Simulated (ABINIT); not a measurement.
# TePb (Fm-3m) in ABINIT: notebook

Aim: see how the results for TePb move with the level of theory and the settings. Levels: OLYP, LDA, PBE. Tasks: band structure, equation of state.

Everything below comes from runs of ABINIT 10.8.3 (patched build). Logs are shortened: lines on timing, memory, paths and dates and some standing lists are left out, and cuts for length are marked. The log counts tension as positive stress, the text compression.

**Experimental background.**

From a printed reference work, monograph, for a bulk crystal of TePb at 4.2 K: band gap 0.19 eV (direct).

The results are compared with them further down.

### Step 1. The structure

The structure is cubic, space group Fm-3m (No. 225). Conventional cell: a = 6.462 Å, b = 6.462 Å, c = 6.462 Å, α = 90.00°, β = 90.00°, γ = 90.00°. Pb (site symmetry m-3m) has 6 Te at 3.23 Å as nearest neighbours. Around Te (site symmetry m-3m) lie 6 Pb at 3.23 Å.

### Step 2. Band structure, OLYP

The input, run.abi:

```
ndtset 2

pp_dirpath "./"
pseudos "Pb.GGA_PBE-JTH.xml, Te.GGA_PBE-JTH.xml"

acell 3*1.0 Angstrom
rprim
     0.0000000000     3.2310000000     3.2310000000
     3.2310000000     0.0000000000     3.2310000000
     3.2310000000     3.2310000000     0.0000000000
ntypat 2
znucl 82 52
natom 2
typat 1 2
xcart
     0.0000000000     0.0000000000     0.0000000000
     6.1057051087     6.1057051087     6.1057051087

ecut 17.0
pawecutdg 34.0

ixc -110131

occopt 3
tsmear 0.00183747

nstep 100

iomode 3
prtwf 0
prteig 0
prtebands 0
prtden1 1

kptopt1 1
ngkpt1 7 7 7
nshiftk1 1
shiftk1 0.0 0.0 0.0
nband1 14
tolvrs1 1.0e-9

iscf2 -2
getden2 1
nband2 18
nbdbuf2 2
tolwfr2 1.0e-12
kptopt2 -9
ndivsm2 8
prteig2 1
prtvol2 -3
kptbounds2
     0.0000000000     0.0000000000     0.0000000000
     0.5000000000     0.0000000000     0.5000000000
     0.5000000000     0.2500000000     0.7500000000
     0.3750000000     0.3750000000     0.7500000000
     0.0000000000     0.0000000000     0.0000000000
     0.5000000000     0.5000000000     0.5000000000
     0.6250000000     0.2500000000     0.6250000000
     0.5000000000     0.2500000000     0.7500000000
     0.5000000000     0.5000000000     0.5000000000
     0.3750000000     0.3750000000     0.7500000000
```

Potentials or basis: JTH PAW PBE v2.0.

Started as:

```console
> abinit run.abi > log 2>&1
```

run.abo:

```text
.Version 10.8.3 of ABINIT
 DATASET    1 : space group Fm -3 m (#225); Bravais cF (face-center cubic)
================================================================================
 Values of the parameters that define the memory need for DATASET  1.
     intxc =       0    ionmov =       0      iscf =      17    lmnmax =      18
     lnmax =       6     mgfft =      36  mpssoang =       3    mqgrid =    3001
     natom =       2  nloc_mem =       2    nspden =       1   nspinor =       1
    nsppol =       1      nsym =      48    n1xccc =       1    ntypat =       2
    occopt =       3   xclevel =       2
       mpw =        1541          nfft =       46656          nkpt =          20
 PAW method is used; the additional fine FFT grid is defined by:
   mgfftf=        48    nfftf =    110592
================================================================================
================================================================================

 DATASET    2 : space group Fm -3 m (#225); Bravais cF (face-center cubic)
================================================================================
 Values of the parameters that define the memory need for DATASET  2.
     intxc =       0    ionmov =       0      iscf =      -2    lmnmax =      18
     lnmax =       6     mgfft =      36  mpssoang =       3    mqgrid =    3001
     natom =       2  nloc_mem =       2    nspden =       1   nspinor =       1
    nsppol =       1      nsym =      48    n1xccc =       1    ntypat =       2
    occopt =       3   xclevel =       2
       mpw =        1544          nfft =       46656          nkpt =         139
 PAW method is used; the additional fine FFT grid is defined by:
   mgfftf=        48    nfftf =    110592
================================================================================
================================================================================

--------------------------------------------------------------------------------
------------- Echo of variables that govern the present computation ------------
--------------------------------------------------------------------------------
 -outvars: echo values of preprocessed input variables --------
            acell      1.8897261259E+00  1.8897261259E+00  1.8897261259E+00 Bohr
              amu      2.07200000E+02  1.27600000E+02
             ecut      1.70000000E+01 Hartree
           getden1          0
           getden2          1
             iscf1         17
             iscf2         -2
              ixc     -110131
           jdtset        1    2
           kptopt1          1
           kptopt2         -9
         kptrlatt        7    0    0      0    7    0      0    0    7
          kptrlen1     6.04433968E+01
          kptrlen2     3.00000000E+01
            natom           2
            nband1         14
            nband2         18
           nbdbuf1          0
           nbdbuf2          2
           ndtset           2
           ndivsm1          0
           ndivsm2          8
            ngfft          36      36      36
          ngfftdg          48      48      48
             nkpt1         20
             nkpt2        139
            nstep         100
             nsym          48
           ntypat           2
           occopt           3
        pawecutdg      3.40000000E+01 Hartree
         pawxcdev           0
        prtebands           0
           prteig1          0
           prteig2          1
           prtvol1          0
           prtvol2         -3
            prtwf           0
            rprim      0.0000000000E+00  3.2310000000E+00  3.2310000000E+00
                       3.2310000000E+00  0.0000000000E+00  3.2310000000E+00
                       3.2310000000E+00  3.2310000000E+00  0.0000000000E+00
           shiftk1     0.00000000E+00  0.00000000E+00  0.00000000E+00
           shiftk2     5.00000000E-01  5.00000000E-01  5.00000000E-01
          spgroup         225
           tolvrs1     1.00000000E-09
           tolvrs2     0.00000000E+00
[... 38 lines left out ...]
lattice_angles: [ 60.000,  60.000,  60.000, ] # degrees, (23, 13, 12)
lattice_volume:   4.5523692E+02
convergence: {deltae:  0.000E+00, res2:  0.000E+00, residm:  9.980E-13, diffor:  0.000E+00, }
etotal    :  -6.96983816E+01
entropy   :   0.00000000E+00
fermie    :  -5.90171079E-03
cartesian_stress_tensor: null
pressure_GPa: null
xred      :
- [  0.0000E+00,   0.0000E+00,   0.0000E+00, Pb]
- [  5.0000E-01,   5.0000E-01,   5.0000E-01, Te]
cartesian_forces: null
force_length_stats: {min: null, max: null, mean: null, }
...

 Integrated electronic density in atomic spheres:
 ------------------------------------------------
 Atom  Sphere_radius  Integrated_density
    1        2.40264         11.36548568
    2        2.31107          3.19919083

================================================================================

 ----iterations are completed or convergence reached----

 Mean square residual over all n,k,spin=   56.490E-14; max=  99.798E-14
 reduced coordinates (array xred) for    2 atoms
       0.000000000000      0.000000000000      0.000000000000
       0.500000000000      0.500000000000      0.500000000000

 cartesian coordinates (angstrom) at end:
    1      0.00000000000000     0.00000000000000     0.00000000000000
    2      3.23100000000000     3.23100000000000     3.23100000000000
 length scales=  1.889726125908  1.889726125908  1.889726125908 bohr
              =  1.000000000000  1.000000000000  1.000000000000 angstroms
 Eigenvalues (hartree) for nkpt= 139  k points:
 kpt#   1, nband= 18, wtk=  1.00000, kpt=  0.0000  0.0000  0.0000 (reduced coord)
  -0.65867   -0.65867   -0.65867   -0.65852   -0.65852   -0.46606   -0.23251   -0.07498
  -0.07498   -0.07498    0.13099    0.13099    0.13099    0.19720    0.19720    0.19720
   0.26997    0.27702
 kpt#   2, nband= 18, wtk=  1.00000, kpt=  0.0217  0.0000  0.0217 (reduced coord)
  -0.65867   -0.65866   -0.65866   -0.65853   -0.65852   -0.46586   -0.23320   -0.07528
  -0.07528   -0.07385    0.12741    0.13092    0.13092    0.19597    0.19825    0.19825
   0.27135    0.27790
 kpt#   3, nband= 18, wtk=  1.00000, kpt=  0.0435  0.0000  0.0435 (reduced coord)
  -0.65868   -0.65865   -0.65865   -0.65854   -0.65851   -0.46527   -0.23520   -0.07618
  -0.07618   -0.07056    0.11778    0.13076    0.13076    0.19256    0.20133    0.20133
   0.27265    0.27858
 kpt#   4, nband= 18, wtk=  1.00000, kpt=  0.0652  0.0000  0.0652 (reduced coord)
  -0.65869   -0.65864   -0.65864   -0.65860   -0.65851   -0.46429   -0.23832   -0.07763
  -0.07763   -0.06541    0.10437    0.13064    0.13064    0.18762    0.20628    0.20628
   0.27398    0.27900
 kpt#   5, nband= 18, wtk=  1.00000, kpt=  0.0870  0.0000  0.0870 (reduced coord)
[... 525 lines left out ...]
  -0.09910   -0.08808    0.09222    0.09469    0.17552    0.19851    0.29897    0.31134
   0.39135    0.45505
 kpt# 137, nband= 18, wtk=  1.00000, kpt=  0.3929  0.3929  0.7143 (reduced coord)
  -0.65983   -0.65864   -0.65857   -0.65818   -0.65805   -0.40340   -0.32258   -0.16545
  -0.10255   -0.09235    0.09936    0.10230    0.18510    0.19027    0.30475    0.31429
   0.39042    0.45510
 kpt# 138, nband= 18, wtk=  1.00000, kpt=  0.3839  0.3839  0.7321 (reduced coord)
  -0.65990   -0.65867   -0.65852   -0.65815   -0.65803   -0.40283   -0.32046   -0.16977
  -0.10564   -0.09622    0.10561    0.10946    0.18257    0.19244    0.31121    0.31850
   0.39132    0.45056
 kpt# 139, nband= 18, wtk=  1.00000, kpt=  0.3750  0.3750  0.7500 (reduced coord)
  -0.65997   -0.65871   -0.65850   -0.65812   -0.65802   -0.40266   -0.31838   -0.17248
  -0.10833   -0.09968    0.11085    0.11610    0.17586    0.19702    0.31756    0.32398
   0.39505    0.44314

== END DATASET(S) ==============================================================
================================================================================

 -outvars: echo values of variables after computation  --------
            acell      1.8897261259E+00  1.8897261259E+00  1.8897261259E+00 Bohr
           etotal1    -6.9698381646E+01
            fcart1    -0.0000000000E+00 -0.0000000000E+00 -0.0000000000E+00
                      -0.0000000000E+00 -0.0000000000E+00 -0.0000000000E+00
            rprim      0.0000000000E+00  3.2310000000E+00  3.2310000000E+00
                       3.2310000000E+00  0.0000000000E+00  3.2310000000E+00
                       3.2310000000E+00  3.2310000000E+00  0.0000000000E+00
           strten1    -7.8844568596E-05 -7.8844568596E-05 -7.8844568596E-05
                       0.0000000000E+00  0.0000000000E+00  0.0000000000E+00
           xangst      0.0000000000E+00  0.0000000000E+00  0.0000000000E+00
                       3.2310000000E+00  3.2310000000E+00  3.2310000000E+00
             xred      0.0000000000E+00  0.0000000000E+00  0.0000000000E+00
                       5.0000000000E-01  5.0000000000E-01  5.0000000000E-01
 Calculation completed.
```

Run time: 1.9 min. Hardware: 1 thread of Arm Neoverse V2, shared host; peak memory 0.17 GiB.

Results:

```
Free energy                                           : -1896.5896 eV
Valence electrons inside the program's atomic spheres : Pb 11.37; Te 3.20
```

Levels at the corners of the path, in eV from the Fermi level:
```csv
point,band 7,band 8,band 9,band 10,band 11,band 12,band 13,band 14
Γ,-6.17,-1.88,-1.88,-1.88,3.72,3.72,3.72,5.53
X,-7.86,-4.90,-3.28,-3.28,3.13,5.05,5.05,6.25
W,-8.53,-4.21,-4.21,-0.92,1.27,4.90,4.90,6.58
K,-8.50,-4.53,-2.79,-2.55,3.18,3.32,4.95,5.52
Γ,-6.17,-1.88,-1.88,-1.88,3.72,3.72,3.72,5.53
L,-9.10,-1.43,-1.43,-0.50,0.43,0.84,0.84,8.42
U,-8.50,-4.53,-2.79,-2.55,3.18,3.32,4.95,5.52
W,-8.53,-4.21,-4.21,-0.92,1.27,4.90,4.90,6.58
L,-9.10,-1.43,-1.43,-0.50,0.43,0.84,0.84,8.42
K,-8.50,-4.53,-2.79,-2.55,3.18,3.32,4.95,5.52
```

Caveat: the cutoff is too short for stress, so the log's stress isn't used; this odd mesh misses L, where the gap lies, so gap, dielectric constants and Born charges aren't listed; the PAW data sets were made with another functional, which shifts forces and pressure a little; spin-orbit coupling is left out, which moves the levels of the heavy elements.

### Step 3. Equation of state, LDA

The input, run.abi:

```
ndtset 7
getwfk -1
scalecart1 3*0.9795861087
scalecart2 3*0.9864848297
scalecart3 3*0.9932883884
scalecart4 3*1.0000000000
scalecart5 3*1.0066227096
scalecart6 3*1.0131594038
scalecart7 3*1.0196128224

pp_dirpath "./"
pseudos "Pb.hgh, Te.hgh"

acell 8.6347709725 8.6347709725 8.6347709725
rprim
     0.0000000000     0.7071067812     0.7071067812
     0.7071067812     0.0000000000     0.7071067812
     0.7071067812     0.7071067812     0.0000000000
ntypat 2
znucl 82 52
natom 2
typat 1 2
xred
     0.0000000000     0.0000000000     0.0000000000
     0.5000000000     0.5000000000     0.5000000000

ecut 435.382180 eV

kptopt 1
ngkpt 7 7 7
nshiftk 1
shiftk 0.0 0.0 0.0

ixc 7

nband 9
occopt 3
tsmear 0.05 eV

nstep 100
tolvrs 1.0e-10

iomode 3
prtwf 1
prtden 0
prteig 0
prtebands 0
```

Potentials or basis: HGH LDA.

Started as:

```console
> abinit run.abi > log 2>&1
```

Run time: 34 s. Hardware: 1 thread of Arm Neoverse V1, shared host; peak memory 0.09 GiB.

The run converged. Its results:

* Equilibrium volume: 31.93 Å³/atom
* Bulk modulus: 48 GPa
* Pressure derivative of the bulk modulus: 4.5

Energy against volume, from the lowest point:
| volume (Å³/atom) | energy (meV/atom) |
| --- | --- |
| 31.706 | 0.00 |
| 32.380 | 0.73 |
| 33.055 | 5.33 |
| 33.730 | 13.57 |
| 34.404 | 24.90 |
| 35.079 | 39.04 |
| 35.753 | 55.66 |

Caveat: the cutoff is too short for stress, so the log's stress isn't used; pressures at fixed basis lie under the slope of the energies; this odd mesh misses L, where the gap lies, so gap, dielectric constants and Born charges aren't listed; HGH potentials are hard and often keep d shells in the core, so these values are rough. Zero-point motion and thermal expansion aren't in these numbers.

### Step 4. Band structure, PBE

The input, run.abi:

```
ndtset 2

pp_dirpath "./"
pseudos "82_Pb_14_3.0_3.1_pbe_n_v1.0.psp8, 52_Te_16_2.3_2.3_pbe_n_v1.0.psp8"

acell 3*1.0
rprim
     0.0000000000     6.1057051087     6.1057051087
     6.1057051087     0.0000000000     6.1057051087
     6.1057051087     6.1057051087     0.0000000000
ntypat 2
znucl 82 52
natom 2
typat 1 2
xcart
     0.0000000000     0.0000000000     0.0000000000
     6.1057051087     6.1057051087     6.1057051087

ecut 32.0

ixc 11

occopt 3
tsmear 0.05 eV

nstep 100

iomode 3
prtwf 0
prteig 0
prtebands 0
enunit 1
prtden1 1

kptopt1 1
ngkpt1 7 7 7
nshiftk1 1
shiftk1 0.0 0.0 0.0
nband1 19
tolvrs1 1.0e-10

iscf2 -2
getden2 1
nband2 23
nbdbuf2 2
tolwfr2 1.0e-12
kptopt2 -9
ndivsm2 5
prteig2 1
kptbounds2
     0.0000000000     0.0000000000     0.0000000000
     0.5000000000     0.0000000000     0.5000000000
     0.5000000000     0.2500000000     0.7500000000
     0.3750000000     0.3750000000     0.7500000000
     0.0000000000     0.0000000000     0.0000000000
     0.5000000000     0.5000000000     0.5000000000
     0.6250000000     0.2500000000     0.6250000000
     0.5000000000     0.2500000000     0.7500000000
     0.5000000000     0.5000000000     0.5000000000
     0.3750000000     0.3750000000     0.7500000000
```

Potentials or basis: SPMS NC PBE v1.0.

Started as:

```console
> abinit run.abi > log 2>&1
```

Wall time 3.5 min (1 thread of Arm Neoverse V1, shared host); peak memory 0.19 GiB.

Results (log left out):

| Quantity | Value |
| --- | --- |
| Free energy | -4417.2941 eV |
| Pressure | 2.1 GPa |
| Band gap along the path | 0.74 eV, direct |
| Valence electrons inside the program's atomic spheres | Pb 9.69; Te 11.94 |

Levels at the corners of the path, in eV from the Fermi level:
| point | band 13 | band 14 | band 15 | band 16 | band 17 | band 18 |
| --- | --- | --- | --- | --- | --- | --- |
| Γ | -1.75 | -1.75 | -1.75 | 3.69 | 3.69 | 3.69 |
| X | -4.90 | -3.20 | -3.20 | 2.90 | 5.08 | 5.08 |
| W | -4.19 | -4.19 | -0.77 | 1.27 | 4.83 | 4.83 |
| K | -4.52 | -2.70 | -2.48 | 3.17 | 3.38 | 4.75 |
| Γ | -1.75 | -1.75 | -1.75 | 3.69 | 3.69 | 3.69 |
| L | -1.29 | -1.29 | -0.41 | 0.33 | 0.87 | 0.87 |
| U | -4.52 | -2.70 | -2.48 | 3.17 | 3.38 | 4.75 |
| W | -4.19 | -4.19 | -0.77 | 1.27 | 4.83 | 4.83 |
| L | -1.29 | -1.29 | -0.41 | 0.33 | 0.87 | 0.87 |
| K | -4.52 | -2.70 | -2.48 | 3.17 | 3.38 | 4.75 |

Caveat: this odd mesh misses L, where the gap lies, so gap, dielectric constants and Born charges aren't listed; spin-orbit coupling is left out, which moves the levels of the heavy elements.

### Step 5. Band structure, OLYP

The input, run.abi:

```
ndtset 2

pp_dirpath "./"
pseudos "Pb.GGA_PBE-JTH_sp.xml, Te.GGA_PBE-JTH.xml"

acell 8.6347709725 8.6347709725 8.6347709725
rprim
     0.0000000000     0.7071067812     0.7071067812
     0.7071067812     0.0000000000     0.7071067812
     0.7071067812     0.7071067812     0.0000000000
ntypat 2
znucl 82 52
natom 2
typat 1 2
xred
     0.0000000000     0.0000000000     0.0000000000
     0.5000000000     0.5000000000     0.5000000000

ecut 408.170794 eV
pawecutdg 30.0

ixc -110131

occopt 3
tsmear 0.05 eV

nstep 100

iomode 3
prtwf 0
prteig 0
prtebands 0
enunit 1
prtden1 1
prtvha1 1
prtvclmb1 1
prtpot1 1

kptopt1 1
ngkpt1 7 7 7
nshiftk1 1
shiftk1 0.0 0.0 0.0
nband1 9
tolvrs1 1.0e-9

iscf2 -2
getden2 1
nband2 13
nbdbuf2 2
tolwfr2 1.0e-12
kptopt2 -9
ndivsm2 5
prteig2 1
kptbounds2
     0.0000000000     0.0000000000     0.0000000000
     0.5000000000     0.0000000000     0.5000000000
     0.5000000000     0.2500000000     0.7500000000
     0.3750000000     0.3750000000     0.7500000000
     0.0000000000     0.0000000000     0.0000000000
     0.5000000000     0.5000000000     0.5000000000
     0.6250000000     0.2500000000     0.6250000000
     0.5000000000     0.2500000000     0.7500000000
     0.5000000000     0.5000000000     0.5000000000
     0.3750000000     0.3750000000     0.7500000000
```

Potentials or basis: JTH PAW PBE v2.0 sp.

Started as:

```console
> abinit run.abi > log 2>&1
```

Wall time 36 s (1 thread of Arm Neoverse V1, shared host); peak memory 0.12 GiB.

It converged, with:

```
Free energy                                           : -324.7967 eV
Pressure                                              : 3.0 GPa
Band gap along the path                               : 0.98 eV, direct
Valence electrons inside the program's atomic spheres : Pb 2.57; Te 3.17
```

Levels at the corners of the path, in eV from the Fermi level:
```csv
point,band 2,band 3,band 4,band 5,band 6,band 7,band 8,band 9
Γ,-6.24,-1.82,-1.82,-1.82,3.71,3.71,3.71,5.23
X,-7.94,-4.87,-3.24,-3.24,3.09,5.04,5.04,6.25
W,-8.60,-4.19,-4.19,-0.90,1.25,4.93,4.93,6.25
K,-8.57,-4.51,-2.76,-2.54,3.20,3.28,4.79,5.55
Γ,-6.24,-1.82,-1.82,-1.82,3.71,3.71,3.71,5.23
L,-9.16,-1.41,-1.41,-0.53,0.45,0.83,0.83,7.40
U,-8.57,-4.51,-2.76,-2.54,3.20,3.28,4.79,5.55
W,-8.60,-4.19,-4.19,-0.90,1.25,4.93,4.93,6.25
L,-9.16,-1.41,-1.41,-0.53,0.45,0.83,0.83,7.40
K,-8.57,-4.51,-2.76,-2.54,3.20,3.28,4.79,5.55
```

Caveat: this odd mesh misses L, where the gap lies, so gap, dielectric constants and Born charges aren't listed; the PAW data sets were made with another functional, which shifts forces and pressure a little; spin-orbit coupling is left out, which moves the levels of the heavy elements; this set keeps more shells in the core, which shifts pressures and gaps.

### Step 6. The runs side by side

| level | potentials or basis | cutoff (eV) | fine-grid cutoff | pressure (GPa) |
| --- | --- | --- | --- | --- |
| OLYP | JTH PAW PBE v2.0 | 463 | 925.187 eV | - |
| PBE | SPMS NC PBE v1.0 | 871 | - | 2.1 |
| OLYP | JTH PAW PBE v2.0 sp | 408 | 816.342 eV | 3.0 |

Alike in all rows: task band structure; no spin polarisation; cell as given; k mesh 7 × 7 × 7; smearing fermi-dirac 0.05 eV.

Caveats: spin-orbit coupling is left out, which moves the levels of the heavy elements; the PAW data sets were made with another functional, which shifts forces and pressure a little (some runs); this set keeps more shells in the core, which shifts pressures and gaps (some runs).

Total energies depend on the potentials used, so only differences within one code and one set of settings carry meaning.

### Step 7. Against experiment

Step 4. Measured gap of TePb: 0.19 eV (direct; 4.2 K; a printed reference work, monograph). This calculation gives 0.74 eV (+0.55 eV). Spin-orbit coupling on Pb, Te is left out. The value is that of PBE, without temperature or zero-point motion.

Step 5. Measured gap of TePb: 0.19 eV (direct; 4.2 K; a printed reference work, monograph). This calculation gives 0.98 eV (+0.79 eV). Spin-orbit coupling on Pb, Te is left out. The value is that of OLYP, without temperature or zero-point motion.
